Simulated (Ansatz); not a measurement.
Runs of Ansatz 0.2.0 on Cu. The structure is tetragonal, space group I4/mmm (No. 139). Conventional cell: a = 2.886 Å, b = 2.886 Å, c = 2.752 Å, α = 90.00°, β = 90.00°, γ = 90.00°. Around Cu (site symmetry 4/mmm) lie 10 Cu at 2.46 to 2.75 Å. This isn't the form of Cu at room conditions, which is fcc.

```tsv
level	gap on the mesh (eV)	pressure (GPa)	relaxed volume (Å³/atom)
PBE	none	0.0	(a)
PBE+D3(BJ)	none	0.0	11.35
PBE+D3(BJ)-ATM	none	0.0	11.50
PBE+D4	none	0.0	11.45
```

Alike in all rows: task relaxation of cell and atoms; potentials or basis Ansatz PAW; no spin polarisation; cell relaxed; k mesh 13 × 13 × 13; cutoff (eV) 420; smearing fermi-dirac 0.05 eV.

Fill in the values left out.

(a) 12.02.

Caveats: the plane-wave basis is chosen anew once the cell has moved, so the energies of steps on either side of that aren't comparable; pairwise dispersion overbinds metals, which lowers pressure and volume (some runs).

A gap of «none» marks a metal or a gap under the smearing width.
